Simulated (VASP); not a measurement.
## SnO: G0W0 quasiparticle levels with r2SCAN

The system is SnO.

```
Sn O
1.0
     3.13193    0.00000    0.00000
     0.00000    3.13193    0.00000
     0.00000    0.00000    3.13193
Sn O
1 1
Cartesian
  0.0000 0.0000 0.0000
  1.5660 1.5660 1.5660
```

The cell was built by a generator and needn't be a form met in nature.

| Property | Result |
| --- | --- |
| Program | VASP 6.6.1 |
| Task | G0W0 quasiparticle levels |
| Functional | r2SCAN |
| Potentials or basis | VASP PAW PBE potentials, release 64 (Sn_d_GW, O_GW) |
| Cutoff | 500 eV |
| k mesh | 5 × 5 × 5 |
| Occupations | gaussian, width 0.01 eV |
| Spin | no spin polarisation |
| Cutoff of the response function | 200 |
| Frequency points | 48 |
| Empty bands | 115 |
| GW scheme | G0W0 |
| GW iterations | 1 |
| Further INCAR settings | ALGO = EVGW0; EDIFF = 1e-08; NBANDS = 125 |

The band gap on the k mesh, mean-field level is 1.51 eV, indirect (least direct gap 2.04 eV). The quasiparticle gap is 1.17 eV and the least direct quasiparticle gap is 1.99 eV.

Levels at points of the mesh, in eV from the valence-band top:
| k point | band 7 | band 8 | band 9 | band 10 | band 11 | band 12 | band 13 | band 14 |
| --- | --- | --- | --- | --- | --- | --- | --- | --- |
| (0.00, 0.00, 0.00) | -7.12 | -2.08 | -2.08 | -2.08 | 8.92 | 8.92 | 8.93 | 9.11 |

Run time: 8.5 min on 1 thread of AMD EPYC 7R13 Processor (Zen 3), with other jobs on the host, peak memory 0.43 GiB.

Caveat: bands, screening cutoff and mesh are small and nothing is extrapolated, so the quasiparticle values aren't converged; spin-orbit coupling is left out, which moves the levels of the heavy elements; an odd mesh through Γ misses points on the zone boundary, where band edges often lie.
